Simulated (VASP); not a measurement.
# Ca (Pm-3m) in VASP: further runs, part 2 of 2

VASP 6.6.1. Earlier steps stand in the parts before.

## Step 3: Relaxation of cell and atoms, rSCAN

File INCAR:

```
SYSTEM = Ca
ALGO = Normal
EDIFF = 1E-6
EDIFFG = -0.01
ENCUT = 600
IBRION = 2
ISIF = 3
ISMEAR = 1
LASPH = .TRUE.
LCHARG = .FALSE.
LMIXTAU = .TRUE.
LREAL = .FALSE.
LWAVE = .FALSE.
METAGGA = RSCAN
NELM = 60
NSW = 60
PREC = Accurate
SIGMA = 0.1
```

File KPOINTS:

```
k-points
0
G
  8 8 8
  0 0 0
```

File POSCAR:

```
Ca
1.0
    3.4886563400      0.0000000000      0.0000000000
    0.0000000000      3.4886563400      0.0000000000
    0.0000000000      0.0000000000      3.4886563400
Ca
1
Direct
    0.0000000000      0.0000000000      0.0000000000
```

Potentials or basis: VASP PAW PBE potentials, release 64 (Ca_sv).

Command:

```sh
> cat potpaw_PBE.64/Ca_sv/POTCAR > POTCAR
> mpirun -np 1 vasp_std > vasp.out
```

Run time: 2.6 min. Hardware: 1 thread of Intel Xeon Platinum 8375C at 2.90GHz (Ice Lake), shared host; peak memory 0.18 GiB.

It converged, with:

```
Free energy                            : -10.2538 eV
Relaxed volume                         : 44.04 Å³/atom
Relaxed cell                           : a = 3.531 Å, b = 3.531 Å, c = 3.531 Å, α = 90.00°, β = 90.00°, γ = 90.00°
Space group after relaxing (to 0.05 Å) : Pm-3m (No. 221)
Energy gained by relaxing              : 0.9 meV/atom
Ionic steps                            : 4
Pressure after relaxing                : 0.0 GPa
Band gap on the k mesh                 : none (metal or under the smearing width)
```

The path:
| step | energy change (eV) | largest force (eV/Å) | pressure (GPa) | volume (Å³) |
| --- | --- | --- | --- | --- |
| 1 | 0.0000 | 0.0000 | 0.18 | 42.46 |
| 2 | -0.0003 | 0.0000 | 0.16 | 42.75 |
| 3 | -0.0009 | 0.0000 | 0.05 | 43.65 |
| 4 | -0.0009 | 0.0000 | 0.02 | 44.04 |

Final structure:
```cif
data_structure
_symmetry_space_group_name_H-M 'P 1'
_symmetry_Int_Tables_number 1
_cell_length_a 3.5314
_cell_length_b 3.5314
_cell_length_c 3.5314
_cell_angle_alpha 90.000
_cell_angle_beta 90.000
_cell_angle_gamma 90.000
_cell_volume 44.04
loop_
_atom_site_label
_atom_site_type_symbol
_atom_site_fract_x
_atom_site_fract_y
_atom_site_fract_z
_atom_site_occupancy
Ca1 Ca 0.00000 0.00000 0.00000 1
```

Levels at points of the mesh, in eV from the Fermi level:
| k point | band 2 | band 3 | band 4 | band 5 | band 6 | band 7 | band 8 | band 9 |
| --- | --- | --- | --- | --- | --- | --- | --- | --- |
| (0.00, 0.00, 0.00) | -24.07 | -24.07 | -24.07 | -4.05 | 1.03 | 1.03 | 4.34 | 4.34 |
| (0.50, 0.00, 0.00) | -24.27 | -24.05 | -24.05 | -1.17 | -0.65 | 1.57 | 3.09 | 3.09 |
| (0.50, 0.50, 0.00) | -24.24 | -24.24 | -24.03 | -0.36 | 1.12 | 2.38 | 2.38 | 3.40 |
| (0.50, 0.50, 0.50) | -24.22 | -24.22 | -24.22 | 0.78 | 0.78 | 0.78 | 5.09 | 5.09 |

Caveat: the PAW data sets were made with another functional, which shifts forces and pressure a little.

## Step 4: Relaxation of cell and atoms, r2SCAN+D4

File INCAR:

```
SYSTEM = Ca
PREC = Accurate
ENCUT = 600
EDIFF = 1E-6
ISMEAR = 1
SIGMA = 0.1
LREAL = .FALSE.
LASPH = .TRUE.
NELM = 60
ALGO = Normal
ISIF = 3
LWAVE = .FALSE.
LCHARG = .FALSE.
METAGGA = R2SCAN
LMIXTAU = .TRUE.
IVDW = 13
VDW_S6 = 1.0
VDW_S8 = 0.6018749
VDW_A1 = 0.51559235
VDW_A2 = 5.77342911
IBRION = 2
NSW = 60
EDIFFG = -0.01
```

File KPOINTS:

```
Automatic mesh
0
G
  8 8 8
  0 0 0
```

POSCAR is that of step 3.

Potentials or basis: VASP PAW PBE potentials, release 64 (Ca_sv).

Command:

```sh
> cat potpaw_PBE.64/Ca_sv/POTCAR > POTCAR
> mpirun -np 1 vasp_std > vasp.out
```

OUTCAR:

```text
SYSTEM = Ca
   PREC = Accurate
   ENCUT = 600
   EDIFF = 1E-6
   ISMEAR = 1
   LREAL = .FALSE.
   LASPH = .TRUE.
   NELM = 60
   ISIF = 3
   METAGGA = R2SCAN
   IVDW = 13
   IBRION = 2
   NSW = 60
   EDIFFG = -0.01

 ion  position               nearest neighbor table
   1  0.000  0.000  0.000-

  LATTYP: Found a simple cubic cell.
 ALAT       =     3.4886563400

  Lattice vectors:

 A1 = (   3.4886563400,   0.0000000000,   0.0000000000)
 A2 = (   0.0000000000,   3.4886563400,   0.0000000000)
 A3 = (   0.0000000000,   0.0000000000,   3.4886563400)

Analysis of symmetry for initial positions (statically):
=====================================================================
 Subroutine PRICEL returns:
 Original cell was already a primitive cell.

 Routine SETGRP: Setting up the symmetry group for a
 simple cubic supercell.

[... 250 lines left out ...]
  ---------------------------------------------------
  ext. energy  EPLUGINS =         0.00000000
  ---------------------------------------------------
  free energy    TOTEN  =        -6.63516395 eV

  energy without entropy =       -6.63507727  energy(sigma->0) =       -6.63513506

 E-fermi :   1.9736     XC(G=0):  -8.1865

 val. band max:        1.9436114602   @ k =   0.5000   0.3750   0.2500
 cond. band min:       2.0236388293   @ k =   0.5000   0.5000   0.2500
 fundamental gap:      0.0800273691
 Fermi energy:         1.9735764676

 k-point     1 :       0.0000    0.0000    0.0000
  band No.  band energies     occupation
      1     -42.0212      2.00000
      2     -22.0219      2.00000
      3     -22.0219      2.00000
      4     -22.0219      2.00000
      5      -2.1563      2.00000
      6       3.0486     -0.00000
      7       3.0486     -0.00000
      8       6.5247      0.00000
      9       6.5247      0.00000
[... 265 lines left out ...]
 k-point    24 :       0.5000    0.3750    0.1250
  band No.  band energies     occupation
      1     -41.9804      2.00000
      2     -22.2248      2.00000
      3     -22.1881      2.00000
      4     -22.0160      2.00000
      5       1.6116      2.00000
      6       2.9585     -0.00000
      7       4.0801      0.00000
      8       4.3259      0.00000
      9       5.7288      0.00000

 [... further k-points ...]

------------------------ aborting loop because EDIFF is reached ----------------------------------------

  DFT-D4 for vdW energy calculation

  Edisp (eV):   -0.05621
[... 24 lines left out ...]
  FREE ENERGIE OF THE ION-ELECTRON SYSTEM (eV)
  ---------------------------------------------------
  free  energy   TOTEN  =        -6.6913784967 eV

  energy  without entropy=       -6.6912918204  energy(sigma->0) =       -6.69134960

 reached required accuracy - stopping structural energy minimisation
```

Run time: 2 min. Hardware: 1 thread of Intel Xeon Platinum 8375C at 2.90GHz (Ice Lake), shared host; peak memory 0.17 GiB.

Results:

- Free energy: -6.6914 eV
- Relaxed volume: 41.92 Å³/atom
- Relaxed cell: a = 3.474 Å, b = 3.474 Å, c = 3.474 Å, α = 90.00°, β = 90.00°, γ = 90.00°
- Space group after relaxing (to 0.05 Å): Pm-3m (No. 221)
- Energy gained by relaxing: 0.3 meV/atom
- Ionic steps: 3
- Pressure after relaxing: 0.0 GPa
- Band gap on the k mesh: none (metal or under the smearing width)
- Dispersion energy per atom: -0.056 eV

Step by step:
```csv
step,energy change (eV),largest force (eV/Å),pressure (GPa),volume (Å³)
1,0.0000,0.0000,-0.20,42.46
2,-0.0003,0.0000,-0.08,42.13
3,-0.0003,0.0000,-0.01,41.92
```

Final structure:
```cif
data_structure
_symmetry_space_group_name_H-M 'P 1'
_symmetry_Int_Tables_number 1
_cell_length_a 3.4737
_cell_length_b 3.4737
_cell_length_c 3.4737
_cell_angle_alpha 90.000
_cell_angle_beta 90.000
_cell_angle_gamma 90.000
_cell_volume 41.92
loop_
_atom_site_label
_atom_site_type_symbol
_atom_site_fract_x
_atom_site_fract_y
_atom_site_fract_z
_atom_site_occupancy
Ca1 Ca 0.00000 0.00000 0.00000 1
```

Caveat: the PAW data sets were made with another functional, which shifts forces and pressure a little; pairwise dispersion overbinds metals, which lowers pressure and volume.

## Step 5: Relaxation of the atoms, r2SCAN (cell strained at random at fixed volume)

File run.py:

```python
from ase.calculators.vasp import Vasp
from ase.io import read

atoms = read('POSCAR')
calc = Vasp(
    directory='calc',
    xc='r2scan',
    pp='PBE',
    setups='recommended',
    prec='Accurate',
    encut=520,
    ediff=1e-06,
    ismear=1,
    sigma=0.1,
    lreal=False,
    lasph=True,
    nelm=80,
    algo='Normal',
    isif=2,
    lwave=False,
    lcharg=False,
    lmixtau=True,
    ibrion=2,
    nsw=60,
    ediffg=-0.005,
    kpts=[8, 8, 8],
    gamma=True,
)
atoms.calc = calc

print('energy (eV):', atoms.get_potential_energy())
print('free energy (eV):', atoms.get_potential_energy(force_consistent=True))
print('forces (eV/A):')
print(atoms.get_forces())
print('stress (eV/A^3, Voigt):', atoms.get_stress())
print('Fermi level (eV):', calc.get_fermi_level())
print('cell (A, degrees):', atoms.cell.cellpar())
print('volume (A^3):', atoms.get_volume())
print('scaled positions:')
print(atoms.get_scaled_positions())
```

File POSCAR:

```
Ca
1.0
    3.4504690000      0.0105740000      0.0260700000
    0.0105740000      3.4343730000     -0.0356840000
    0.0260700000     -0.0356840000      3.5836210000
Ca
1
Direct
   -0.0006690000      0.0010110000      0.0014000000
```

Command:

```sh
> python run.py
```

Wall time 6.7 min (1 thread of Intel Xeon Platinum 8375C at 2.90GHz (Ice Lake), shared host); peak memory 0.24 GiB.

Results (log left out):

```
Free energy             : -6.6262 eV
Pressure after relaxing : 0.2 GPa
Band gap on the k mesh  : none (metal or under the smearing width)
```

Stress tensor (GPa, compression positive):
```
 0.78  0.05  0.12
 0.05  1.16 -0.17
 0.12 -0.17 -1.32
```

Final structure:
```
Ca
1.0
     3.45047    0.01057    0.02607
     0.01057    3.43437   -0.03568
     0.02607   -0.03568    3.58362
Ca
1
Direct
  0.99933 0.00101 0.00140
```

Levels at points of the mesh, in eV from the Fermi level:
```
           k point  band 1  band 2  band 3  band 4  band 5  band 6  band 7  band 8  band 9
(0.00, 0.00, 0.00)  -44.00  -24.03  -23.99  -23.99   -4.10    1.07    1.10    4.48    4.49
(0.50, 0.00, 0.00)  -43.98  -24.24  -24.00  -23.97   -1.01   -0.60    1.69    3.01    3.28
(0.00, 0.50, 0.00)  -43.98  -24.25  -24.00  -23.97   -0.97   -0.58    1.71    2.99    3.24
(0.50, 0.50, 0.00)  -43.96  -24.22  -24.21  -23.98   -0.46    1.45    2.67    2.76    3.40
(0.00, 0.00, 0.50)  -43.99  -24.20  -23.98  -23.98   -1.29   -0.80    1.56    3.37    3.40
(0.50, 0.00, 0.50)  -43.97  -24.22  -24.17  -23.95   -0.41    1.14    2.30    2.53    3.54
(0.00, 0.50, 0.50)  -43.96  -24.23  -24.17  -23.96   -0.41    1.18    2.30    2.60    3.50
(0.50, 0.50, 0.50)  -43.94  -24.19  -24.19  -24.14    0.58    0.85    0.92    5.19    5.38
```

Caveat: the relaxation stopped at its first step, so nothing moved; the PAW data sets were made with another functional, which shifts forces and pressure a little.

## Step 6: For comparison

An earlier run on the cell as given: functional PBE; potentials or basis VASP PAW PBE potentials, release 64 (Ca_sv); cutoff 520 eV; k mesh 8 × 8 × 8; occupations fermi-dirac, width 0.05 eV; no spin polarisation.

* Pressure: 0.4 GPa
* Band gap on the k mesh: none (metal or under the smearing width)

## Step 7: Overview

| task | level | cell | cutoff (eV) | smearing | optimiser | gap on the mesh (eV) | pressure (GPa) | relaxed volume (Å³/atom) |
| --- | --- | --- | --- | --- | --- | --- | --- | --- |
| relaxation of cell and atoms | r2SCAN | relaxed | 600 | methfessel-paxton 0.1 eV | - | none | 0.0 | - |
| relaxation of cell and atoms | rSCAN | relaxed | 600 | methfessel-paxton 0.1 eV | - | none | 0.0 | 44.04 |
| relaxation of cell and atoms | r2SCAN+D4 | relaxed | 600 | methfessel-paxton 0.1 eV | - | none | 0.0 | 41.92 |
| relaxation of the atoms | r2SCAN | atoms relaxed from: cell strained at random at fixed volume | 520 | methfessel-paxton 0.1 eV | vasp | none | 0.2 | - |
| single point | PBE | as given | 520 | fermi-dirac 0.05 eV | - | none | 0.4 | - |

Alike in all rows: potentials or basis VASP PAW PBE potentials, release 64 (Ca_sv); no spin polarisation; k mesh 8 × 8 × 8.

Caveats: the PAW data sets were made with another functional, which shifts forces and pressure a little (some runs); the relaxation stopped at its first step, so nothing moved (some runs); pairwise dispersion overbinds metals, which lowers pressure and volume (some runs).

Total energies depend on the potentials used, so only differences within one code and one set of settings carry meaning.
